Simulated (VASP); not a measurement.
SnTe, 2 atoms in the cell. Symmetry: Fm-3m, No. 225, cubic system. The conventional cell has a = 6.288 Å, b = 6.288 Å, c = 6.288 Å, α = 90.00°, β = 90.00°, γ = 90.00°. Sn (site symmetry m-3m) has 6 Te at 3.14 Å as nearest neighbours. Te (site symmetry m-3m) is surrounded by 6 Sn at 3.14 Å. 

| Property | Result |
| --- | --- |
| Program | VASP 6.6.1 |
| Task | band structure |
| Functional | PBEsol |
| Potentials or basis | VASP PAW PBE potentials, release 64 (Sn_d, Te) |
| Cutoff | 520 eV |
| k mesh | 10 × 10 × 10 |
| Occupations | gaussian, width 0.1 eV |
| Spin | non-collinear spin, zero start, spin-orbit coupling |
| Starting moments | [[0.0, 0.0, 0.0], [0.0, 0.0, 0.0]] μB |
| Further INCAR settings | ALGO = Normal; EDIFF = 1e-06 |

Potentials or basis: VASP PAW PBE potentials, release 64 (Sn_d, Te).

Run with:

```bash
$ cat potpaw_PBE.64/Sn_d/POTCAR potpaw_PBE.64/Te/POTCAR > POTCAR
$ cp INCAR.step1 INCAR
$ cp KPOINTS.step1 KPOINTS
$ mpirun -np 1 vasp_ncl > vasp.out
$ cp INCAR.step2 INCAR
$ cp KPOINTS.step2 KPOINTS
$ mpirun -np 1 vasp_ncl > vasp.out
```

Hardware: 1 thread of Intel(R) Xeon(R) 6975P-C (Granite Rapids) (shared host).

How long does it take, and how much memory?

Run time: 12 min on 1 thread of Intel(R) Xeon(R) 6975P-C (Granite Rapids), with other jobs on the host, peak memory 0.71 GiB. Counts: scf iterations 8, k points 200.
